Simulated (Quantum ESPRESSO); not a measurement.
**Zn in Quantum ESPRESSO: the effect of target pressure**

Zn:

```
Zn
1.0
     0.00000    1.96478    1.96478
     1.96478    0.00000    1.96478
     1.96478    1.96478    0.00000
Zn
1
Direct
  0.00000 0.00000 0.00000
```

This isn't the form of Zn at room conditions, which is hcp.

Alike in all runs:

```yaml
Program: Quantum ESPRESSO 7.5
Task: relaxation of cell and atoms
Functional: PBEsol
Potentials_or_basis: GBRV 1.5 PBEsol
Cutoff: 871 eV
Density_cutoff: 7007 eV
k_mesh: 12 × 12 × 12
Occupations: fermi-dirac, width 0.05 eV
Spin: no spin polarisation
```

Each run relaxes the cell or the atoms first.

**Question.** One run gave: relaxed volume 13.37 Å³/atom. Which target pressure did it use?
A. 2 GPa
B. 20 GPa
C. 5 GPa
D. 0 GPa
E. 30 GPa

**Answer.** C.

```tsv
target pressure	relaxed volume (Å³/atom)
0 GPa	14.07
2 GPa	13.76
5 GPa	13.37
10 GPa	12.86
20 GPa	12.10
30 GPa	11.53
```

Caveats: the volume moved by over 15 % at a fixed basis, so the end points are rough (some runs).
